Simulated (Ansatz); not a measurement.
Input:

```
CELL_PARAMETERS angstrom
      4.11853     0.00000     0.00000
      0.00000     4.11853     0.00000
      0.00000     0.00000     4.11853
ATOMIC_POSITIONS crystal
  Ba 0.00000 0.00000 0.00000
  Sn 0.50000 0.50000 0.50000
  O  0.00000 0.50000 0.50000
  O  0.50000 0.50000 0.00000
  O  0.50000 0.00000 0.50000
```

No spin polarisation.

Computed with plane-wave PAW DFT at the r2SCAN level (Ansatz, a quantum-chemistry and plane-wave program, 500 eV), scalar-relativistic without spin-orbit coupling. Γ-centred 8×8×8 mesh, Fermi–Dirac width 0.05 eV.

Question: Predict the band gap, electron mass and width of the top valence band.

Answer: The band gap is 1.69 eV and the electron mass comes out as 0.20 mₑ (at Γ). The width of the top valence band is 1.00 eV.

Load acts through the strain it causes; cell and atoms are relaxed under it. Effective masses come from finite differences of ±0.01 Å⁻¹. No phonon test of stability was made. The cell was made from BaSnO$_{3}$ in the cubic perovskite structure (space group Pm-3m, No. 221) by this change: pressure 1.5 GPa.
